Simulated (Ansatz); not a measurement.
System: SnO₂ (dumbbells prototype, strained and with displaced atoms), 3 atoms in the cell.

The calculation used PBE with spin–orbit coupling, all-electron LAPW, point nucleus in Ansatz.

k-mesh 2×2×2 shifted by (0.5, 0.5, 0.5) steps; Fermi–Dirac smearing of 0.15 eV.

```
Sn O
1.0
    -2.69458    0.12623    2.84706
    -0.02804    2.78468    2.94525
    -2.78687    2.77878    0.03394
Sn O
1 2
Direct
  0.73689 0.70366 0.21705
  0.10524 0.12820 0.71813
  0.28719 0.30818 0.82917
```

(1) Would the cell expand or shrink if it were free to relax?

(2) Which atom feels the largest force? Give all forces.

Results:

(1) The pressure is 6.07 GPa, so at these settings the cell is compressed and would expand.

(2) O3, 1.063 eV/Å.

```csv
atom,Fx (eV/Å),Fy (eV/Å),Fz (eV/Å)
Sn1,-0.003,0.442,-0.092
O2,-0.206,0.553,0.404
O3,0.209,-0.995,-0.312
```

The k-mesh is coarse, so these values belong to this mesh and can lie far from the converged ones. The elements were drawn onto a prototype; most such cells aren't known phases.
